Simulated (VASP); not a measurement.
Set up this calculation in VASP 6.6.1, as the native input.

- Task: single point
- Functional: PBE
- Potentials or basis: VASP PAW PBE potentials, release 64 (Ga_d, Mg, O)
- Cutoff: 520 eV
- k mesh: 6 × 6 × 6
- Occupations: fermi-dirac, width 0.05 eV
- Spin: no spin polarisation
- Further INCAR settings: ALGO = Normal; EDIFF = 1e-07; NBANDS = 32

The structure of Mg3GaO4 lies in POSCAR:

```
Mg3GaO4
1.0
    4.3634910000      0.0000000000      0.0000000000
    0.0000000000      4.3634910000      0.0000000000
    0.0000000000      0.0000000000      4.3634910000
Ga Mg O
1 3 4
Direct
    0.0113500000      0.0091230000      0.0039480000
    0.5167690000      0.5034490000     -0.0091630000
    0.4982140000     -0.0228390000      0.5036540000
   -0.0060620000      0.4906880000      0.4954190000
   -0.0072050000      0.5046140000     -0.0145400000
   -0.0026560000      0.0045100000      0.5121380000
    0.5093750000      0.5123250000      0.4967440000
    0.4961490000     -0.0051930000     -0.0033360000
```

The cell comes from a database or a generator and needn't be the stable form of this composition.

The cell isn't the ideal one: atoms moved at random, drawn with an rms of 0.05 Å.

The input as run:

INCAR

```
PREC = Accurate
ENCUT = 520
EDIFF = 1E-7
ISMEAR = -1
SIGMA = 0.05
LREAL = F
LASPH = T
NELM = 80
ALGO = Normal
ISIF = 2
LWAVE = F
LCHARG = T
GGA = PE
LELF = T
LVHAR = T
NBANDS = 32
```

KPOINTS

```
regular mesh
0
Gamma
  6 6 6
```

Potentials or basis: VASP PAW PBE potentials, release 64 (Ga_d, Mg, O).

Launch:

```bash
$ cat potpaw_PBE.64/Ga_d/POTCAR potpaw_PBE.64/Mg/POTCAR potpaw_PBE.64/O/POTCAR > POTCAR
$ mpirun -np 1 vasp_std > vasp.out
```

Results of the run:

```
Pressure               : 0.6 GPa
Largest force          : 0.723 eV/Å
Band gap on the k mesh : none (metal or under the smearing width)
```

Caveat: an odd number of electrons without spin polarisation forces a metal; a magnetic or distorted state may lie lower.

It took 3.6 min on 1 thread of AMD EPYC 7R43 64-Core Processor (Zen 3), with other jobs on the host, peak memory 0.33 GiB.
